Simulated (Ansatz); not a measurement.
# (001) slab of rocksalt KBr, 29.5 Å thick as cut, bare faces

How far do the faces relax, and where do the top filled and lowest empty levels lie below the vacuum? Levels of theory: PBEsol, HSE06 and r²SCAN.

Method: density functional theory in Ansatz 0.2.0, PAW datasets, plane waves.

**1. Starting point**

20 atoms (10 Br, 10 K); a = 4.632 Å, b = 4.632 Å, c = 42.475 Å, α = 90.00°, β = 90.00°, γ = 90.00°. All atoms were shaken off their sites by about 0.02 Å along each axis.

Steps to follow: (2) PBEsol relaxation at a 6×6×1 mesh, on 1 × NVIDIA GB300 Max-Q with 8 threads of Arm Neoverse-V2; (3) HSE06 single point at a 4×4×1 mesh, on 1 × NVIDIA GB300 Max-Q with 8 threads of Arm Neoverse-V2; (4) r²SCAN single point at a 4×4×1 mesh, on 1 × NVIDIA GB300 Max-Q with 8 threads of Arm Neoverse-V2.

**2. PBEsol relaxation in the fixed cell**

Contents of in.yaml:

```yaml
crystal:
  lattice:
    - [3.275000, 3.275000, 0.000000]
    - [-3.275000, 3.275000, 0.000000]
    - [0.000000, 0.000000, 42.475000]
  atoms:
    - { symbol: Br, position: [0.501925, 0.494598, 0.153636] }
    - { symbol: Br, position: [0.499887, 0.498100, 0.307515] }
    - { symbol: Br, position: [0.503542, 0.494498, 0.460738] }
    - { symbol: Br, position: [0.495482, 0.498095, 0.615972] }
    - { symbol: Br, position: [0.495076, 0.500435, 0.769418] }
    - { symbol: Br, position: [0.997600, 0.007275, 0.230278] }
    - { symbol: Br, position: [0.001012, 0.011135, 0.384870] }
    - { symbol: Br, position: [0.997714, 0.999876, 0.538867] }
    - { symbol: Br, position: [0.999556, 0.001170, 0.692337] }
    - { symbol: Br, position: [0.998443, 0.995657, 0.847117] }
    - { symbol: K, position: [0.008681, 0.008189, 0.152332] }
    - { symbol: K, position: [0.995569, 0.999857, 0.307890] }
    - { symbol: K, position: [0.998933, 0.996670, 0.461248] }
    - { symbol: K, position: [0.003243, 0.002783, 0.615918] }
    - { symbol: K, position: [0.004473, 0.003510, 0.769754] }
    - { symbol: K, position: [0.495730, 0.502562, 0.230228] }
    - { symbol: K, position: [0.503436, 0.500526, 0.384176] }
    - { symbol: K, position: [0.499250, 0.501706, 0.538539] }
    - { symbol: K, position: [0.502083, 0.498768, 0.692975] }
    - { symbol: K, position: [0.499499, 0.496109, 0.847596] }
kpoints:
  mp_grid: { grid: [6, 6, 1] }
hamiltonian:
  xc: pbesol
scf:
  occupations: { method: fermi_dirac, width: 0.01 }
relax:
  f_tol: 0.03
  max_steps: 80
  escape_saddle: false
  adjacent_minimum: "off"
output:
  forces: true
  eigenvalues: true
  populations: true
```

Run with:

```bash
ansatz run in.yaml --threads 8 --pin off --max-ram 118750MiB --runs-dir r --events-out ev --progress --plain --backend cuda --devices 0,
```

The runs that follow: HSE06 on the final geometry; r²SCAN single point.

Q: Predict the outcome of this session. Wanted: for each run, top filled to lowest empty; top filled below vacuum.

The runs gave:

```
             level         time  k points  top filled to lowest empty (eV)  top filled below vacuum (eV)
PBEsol, relaxation  8.9 s (GPU)     6×6×1                             4.35                          6.02
             HSE06   32 s (GPU)     4×4×1                             5.61                          6.80
            r²SCAN  4.1 s (GPU)     4×4×1                             5.15                          6.30
```

```
     quantity                             value
   relaxation  3 recorded steps, 0.02 eV gained
largest shift                      0.09 Å (K11)
   mean bonds                      Br–K 3.275 Å
```

**In words.** The relaxation lowers the energy by 0.02 eV; the largest shift is 0.09 Å (K11). At the same k points, r²SCAN gives a spacing 0.47 eV smaller than the 5.61 eV of HSE06. The relaxation ran on other k points, so part of any difference from the later rows can come from the mesh. The HSE06 single point took about 7.8 times as long as the r²SCAN one on the same kind of device. Spin–orbit coupling is left out, which matters for the band edges of the heavier elements here.
